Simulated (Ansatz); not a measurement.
Base system: Li3N (space group P6/mmm, No. 191).

```yaml
crystal:
  lattice:
    - [3.63435, 0.00000, 0.00000]
    - [-1.81718, 3.14744, 0.00000]
    - [0.00000, 0.00000, 3.86452]
  atoms:
    - { symbol: Li, position: [0.00000, 0.00000, 0.50000] }
    - { symbol: Li, position: [0.33333, 0.66667, 0.00000] }
    - { symbol: Li, position: [0.66667, 0.33333, 0.00000] }
    - { symbol: N, position: [0.00000, 0.00000, 0.00000] }
```

Cartesian axes are those of the cell as printed.

All numbers come from PBE, PAW, 420 eV (Ansatz, a program for electronic structure; no SOC).

Base values:

```
Property   Result
--------  -------
Band gap  1.06 eV
```

Now apply this change: tensile biaxial strain of 1.58 % in the plane normal to [001], as in epitaxy on a mismatched substrate; the out-of-plane cell vector and the atoms relax.

**Question.** Estimate the effect on the out-of-plane strain and band gap.

**Answer.** The out-of-plane strain amounts to -0.15 %; the band gap decreases by 0.04 eV to 1.02 eV.

Stability against distortions was not tested.
